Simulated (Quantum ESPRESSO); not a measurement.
**Au under changes of volume**

One of the cells (16.855 Å³/atom); the others are scaled copies at fixed shape and fractional positions:

```
CELL_PARAMETERS angstrom
0.00000 2.03500 2.03500
2.03500 0.00000 2.03500
2.03500 2.03500 0.00000
ATOMIC_POSITIONS crystal
Au 0.00000 0.00000 0.00000
```

| Item | Value |
| --- | --- |
| Program | Quantum ESPRESSO 7.5 |
| Functional | PBEsol |
| Potentials or basis | PseudoDojo 0.4.1 SR PBEsol standard |
| Cutoff | 1034 eV |
| Density cutoff | 4136 eV |
| k mesh | 11 × 11 × 11 |
| Occupations | fermi-dirac, width 0.05 eV |
| Spin | no spin polarisation |

```tsv
volume (Å³/atom)	energy over the lowest point (meV/atom)	pressure (GPa)
15.843	48.46	14.8
16.181	?	?
16.518	6.89	5.2
16.855	0.00	1.3
17.192	0.87	-2.2
17.529	8.53	-5.2
17.866	22.14	-7.8
```

Task: What does the run at 16.181 Å³/atom give?

Result: Energy over the lowest point 22.63 meV/atom; pressure 9.7 GPa.

Worked out: A Birch-Murnaghan fit of order 3 (a polynomial in V^(-2/3)) to the other rows has its minimum at 16.98 Å³/atom with B0 = V·E''(V) = 176 GPa and B' = 5.6. It gives 22.60 meV/atom at 16.181 Å³/atom, against the run's 22.63, and -dE/dV = 9.8 GPa, against 9.7.

Energies are extrapolated to zero smearing.
